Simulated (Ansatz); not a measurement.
# Stack of H-SnSn-H chair under honeycomb InSb, shifted by two thirds of the diagonal in a perpendicular field, part 4 of 4

What dipole does a perpendicular field induce in the stack of H-SnSn-H chair under honeycomb InSb, shifted by two thirds of the diagonal, and does the gap follow? A positive field points along +c.

Ansatz 0.2.0; plane-wave DFT, PBEsol-D3(BJ), Ansatz PAW (the session's first sound run).

So far. Step 20 (Same geometry, cutoff 420 eV, functional HSE06 (run 2)): The dipole is 0.00676 e·Å. Step 22 (Response at this level): The induced dipole is that of a conductor 8.10 Å thick.

### Step 23. The same run with other settings: basis.ecutrho_ratio = 6

This step: plane-wave DFT, PBEsol-D3(BJ), Ansatz PAW (Ansatz 0.2.0).

A run with a changed input: it repeats the earlier run at 0.05 V/Å with basis.ecutrho_ratio to 6.

File input.yaml:

```yaml
crystal:
  lattice:
    - [4.5840233623, 0.0, 0.0]
    - [-2.2920116812, 3.9698806833, 0.0]
    - [0.0, 0.0, 25.7859476623]
  atoms:
    - { symbol: H, position: [0.6666666667, 0.3333333333, 0.349027312] }
    - { symbol: Sn, position: [0.6666666667, 0.3333333333, 0.4159823574] }
    - { symbol: Sn, position: [0.3333333333, 0.6666666667, 0.448764302] }
    - { symbol: H, position: [0.3333333333, 0.6666666667, 0.5162991152] }
    - { symbol: Sb, position: [0.3333333333, 0.6666666667, 0.620870377] }
    - { symbol: In, position: [0.0, 0.0, 0.650972688] }
kpoints:
  mp_grid: { grid: [12, 12, 1] }
  band_path:
    path: [[0, 0, 0], [0.5, 0, 0], [0.33333333, 0.33333333, 0], [0, 0, 0]]
    npoints: 16
hamiltonian:
  xc: pbesol
  dispersion: d3bj
scf:
  occupations: { method: fermi_dirac, width: 0.05 }
  convergence: { dr2_threshold: 1.0e-10 }
efield:
  axis: 3
  dipole_correction: true
  ramp_position: 0.97
  ramp_width: 0.06
  amplitude: 0.05
output:
  write_potential: true
  write_density: true
  volumetric_format: npy
basis:
  ecutrho_ratio: 6
```

Started as:

```
$ ansatz run input.yaml --threads 4 --pin off --max-ram 6144MiB --backend cpu --events-out ev --progress --plain --runs-dir out
```

Numbers of over 12 decimals in the logs are rounded to 6 here.

The program printed:

```text
[...]
Crystal: 6 atoms, lattice volume = 469.253 Å³
Basis set: ecut = 420 eV, 9249 PW (Γ)
Bands: 35, of which v1, the nominal top of the filled ones, is band 29 counted from 1 (28 counted from 0)
Symmetry: 6 space group operations
[...]
k-points: 19 of 144 (time reversal used)
[...]
SCF iter   1: F=—  HF=-23864.190376 eV  |F-HF|=—  |Δ(HF+E_count)|=         —  Δρ=2.06e-2  dr2=2.61e0  ethr=3.10e-3  p=0.046 e·Å  D=1.78e-2 V/Å  ΔV_dip=-0.46 eV  dr2_dipole=7.51e-2  V_vac-E_F(+/−)=5.87/5.15 eV  ⟨swp⟩=9.9  Hψ=3591  notcnv=0
[...]
SCF iter  13: F=-23863.431964 eV  HF=-23863.431964 eV  |F-HF|=3.64e-12  |Δ(HF+E_count)|=  1.89e-10  Δρ=4.04e-8  dr2=1.80e-11  ethr=1.00e-12  p=0.110 e·Å  D=4.24e-2 V/Å  ΔV_dip=-1.09 eV  dr2_dipole=7.19e-12  V_vac-E_F(+/−)=4.28/4.19 eV  ⟨swp⟩=2.9  Hψ=1322  notcnv=0
SCF 1 converged in 13 iterations: F = -23863.431964 eV  dr2 = 1.80e-11
[...]
SCF converged after 13 iterations
Free energy (F): -23863.431964 eV
[...]
Internal energy: -23863.431859 eV  (E = F + TS)
E sigma→0 (E₀):  -23863.431912 eV
Entropy (-TS):   -0.000105 eV (-0.018 meV/atom)
Fermi energy:    -0.814705 eV
Dipole field:    D = 0.042388 V/Å  (p = 0.109923 e·Å, saw-weighted, corrected)
Work function:   not extracted (applied field tilts the vacuum); planar V_es + V_field profile in the machine report
[...]
--- Band table (eV; the first three rows and the last of 19) ---
  k-point 0: bands = [... 25 lower, -1.4129, -1.4129, -1.0781, -1.0781, -0.5958, -0.2463, 1.4229, 2.3912, ... 2 higher]
  k-point 1: bands = [... 25 lower, -2.0396, -1.8015, -1.5308, -1.2138, 0.0743, 0.4235, 1.4492, 2.2758, ... 2 higher]
  k-point 2: bands = [... 25 lower, -2.8810, -2.3053, -1.8121, -1.5262, 0.5966, 0.9163, 1.4773, 2.4530, ... 2 higher]
  k-point 18: bands = [... 25 lower, -3.9556, -3.8171, -3.7871, -1.3499, -0.1529, 2.4345, 2.7044, 2.8522, ... 2 higher]
```

Wall time 14 s (4 threads of Intel Xeon Platinum 8375C at 2.90GHz (Ice Lake), shared host); peak memory 1.1 GiB; 54 s of CPU time.

Numbers from this step:

```
energy at zero smearing            : -23863.4319 eV
dipole along the normal            : 0.1099 e·Å
gap along the path                 : 0.4823 eV
smallest direct gap along the path : 0.4823 eV
gap, the smaller of path and mesh  : 0.4823 eV
```

The electronic bands at the labelled points (eV, zero at the Fermi level of the run, which the smearing sets inside the gap):

```
  point  band 26  band 27  band 28  band 29  band 30  band 31  band 32  band 33
      Γ    -0.60    -0.60    -0.26    -0.26     0.22     0.57     2.24     3.21
halfway    -2.71    -1.50    -1.32    -1.05     1.37     1.65     2.19     3.51
      M    -2.99    -1.83    -1.58    -1.00     0.65     1.36     1.74     3.14
halfway    -3.02    -2.61    -2.36    -0.74     0.74     2.65     2.92     3.24
      K    -3.14    -3.00    -2.97    -0.54     0.66     3.25     3.52     3.67
halfway    -2.81    -1.84    -1.66    -1.33     1.58     2.78     2.83     3.06
      Γ    -0.60    -0.60    -0.26    -0.26     0.22     0.57     2.24     3.21
```

| quantity | this run | earlier run | difference |
| --- | --- | --- | --- |
| dipole along the normal (e·Å) | 0.1099 | 0.1099 | -4.4e-6 |
| gap along the path (eV) | 0.4823 | 0.4823 | 6.0e-6 |
| smallest direct gap along the path (eV) | 0.4823 | 0.4823 | 6.0e-6 |

Nothing in the table moves by 0.01 in its unit (for the dipole 0.5 % and 5e-5 e·Å).

### Step 24. A changed input: basis.ecutwfc = "800 eV"

Another changed input: it repeats the earlier run at 0.05 V/Å with basis.ecutwfc to 800 eV.

input.yaml, as its differences from that of step 23:

```diff
@@ -34,2 +34,2 @@
 basis:
-  ecutrho_ratio: 6
+  ecutwfc: "800 eV"
```

The program printed:

```text
[...]
Crystal: 6 atoms, lattice volume = 469.253 Å³
Basis set: ecut = 800 eV, 24143 PW (Γ)
Bands: 35, of which v1, the nominal top of the filled ones, is band 29 counted from 1 (28 counted from 0)
Symmetry: 6 space group operations
[...]
k-points: 19 of 144 (time reversal used)
[...]
SCF iter   1: F=—  HF=-23864.201027 eV  |F-HF|=—  |Δ(HF+E_count)|=         —  Δρ=2.06e-2  dr2=2.61e0  ethr=3.10e-3  p=0.046 e·Å  D=1.78e-2 V/Å  ΔV_dip=-0.46 eV  dr2_dipole=7.50e-2  V_vac-E_F(+/−)=5.87/5.15 eV  ⟨swp⟩=11.0  Hψ=3526  notcnv=0
[...]
SCF iter  13: F=-23863.440218 eV  HF=-23863.440218 eV  |F-HF|=3.64e-12  |Δ(HF+E_count)|=  1.67e-10  Δρ=3.07e-8  dr2=8.53e-12  ethr=1.00e-12  p=0.110 e·Å  D=4.24e-2 V/Å  ΔV_dip=-1.09 eV  dr2_dipole=2.22e-12  V_vac-E_F(+/−)=4.28/4.19 eV  ⟨swp⟩=3.0  Hψ=1352  notcnv=0
SCF 1 converged in 13 iterations: F = -23863.440218 eV  dr2 = 8.53e-12
[...]
SCF converged after 13 iterations
Free energy (F): -23863.440218 eV
[...]
Internal energy: -23863.440113 eV  (E = F + TS)
E sigma→0 (E₀):  -23863.440165 eV
Entropy (-TS):   -0.000105 eV (-0.018 meV/atom)
Fermi energy:    -0.814675 eV
Dipole field:    D = 0.042392 V/Å  (p = 0.109934 e·Å, saw-weighted, corrected)
Work function:   not extracted (applied field tilts the vacuum); planar V_es + V_field profile in the machine report
[...]
--- Band table (eV; the first three rows and the last of 19) ---
  k-point 0: bands = [... 25 lower, -1.4129, -1.4129, -1.0781, -1.0781, -0.5957, -0.2463, 1.4227, 2.3909, ... 2 higher]
  k-point 1: bands = [... 25 lower, -2.0395, -1.8015, -1.5308, -1.2139, 0.0743, 0.4234, 1.4490, 2.2754, ... 2 higher]
  k-point 2: bands = [... 25 lower, -2.8809, -2.3053, -1.8121, -1.5262, 0.5966, 0.9161, 1.4771, 2.4527, ... 2 higher]
  k-point 18: bands = [... 25 lower, -3.9556, -3.8171, -3.7870, -1.3500, -0.1530, 2.4342, 2.7042, 2.8517, ... 2 higher]
```

Wall time 36 s (4 threads); peak memory 2.1 GiB; 2.3 min of CPU time.

This step gave:

- energy at zero smearing: -23863.4402 eV
- gap along the path: 0.4824 eV
- smallest direct gap along the path: 0.4824 eV
- gap, the smaller of path and mesh: 0.4824 eV

Electronic bands along the path, in eV, zero at the Fermi level of the run, which the smearing sets inside the gap:

(Unchanged from step 23.)

| quantity | this run | earlier run | difference |
| --- | --- | --- | --- |
| dipole along the normal (e·Å) | 0.1099 | 0.1099 | 7.2e-6 |
| gap along the path (eV) | 0.4824 | 0.4823 | 1.1e-4 |
| smallest direct gap along the path (eV) | 0.4824 | 0.4823 | 1.1e-4 |

Nothing in the table moves by 0.01 in its unit (for the dipole 0.5 % and 5e-5 e·Å).

### Step 25. What came out

| Item | Value |
| --- | --- |
| gap without field | 0.450 eV |
| ionisation energy, upper face | 4.19 eV |
| electron affinity, upper face | 3.74 eV |
| step between the vacuum levels | -0.680 eV |
| equivalent conductor thickness, atoms held | 8.26 Å |
| equivalent conductor thickness, LDA | 8.37 Å |
| equivalent conductor thickness, PBE | 8.26 Å |
| equivalent conductor thickness, r2SCAN | 8.15 Å |
| equivalent conductor thickness, HSE06 | 8.10 Å |

What this shows: The induced dipole equals that of a perfect conductor 8.26 Å thick, while the outer atoms lie 7.79 Å apart; an out-of-plane ε follows only once a thickness t is chosen, by 1 − 1/ε = 8.26 Å / t. The two faces differ: the vacuum level above lies 0.68 eV lower than the one below. The gap goes from 0.45 eV to 0.60 eV at 0.3 V/Å. Across the functionals the thickness runs from 8.10 to 8.37 Å; those runs use a coarser k-mesh, so they are to be compared with each other. Semilocal functionals give gaps that are too small, and excitons are not included. Spin-orbit coupling is left out, which matters for the bands of elements this heavy. With this functional, D3(BJ) tends to leave the relaxed cell short of measured lattice constants, by some per cent.

[Logs are printed without paths, hosts, clocks, repeated set-up lines and the standing remarks that a program may print on its own settings, such as how far it seeks lower states.]

[Hosts, paths, dates, database ids (printed as entryN), source tags and the programs' standing remarks are cut or masked in the printed files.]

[Maps of the electrostatic potential energy from Ansatz leave out the sawtooth potential of an applied field or a dipole correction, so their vacuum need not be flat; planar profiles and work functions include it.]
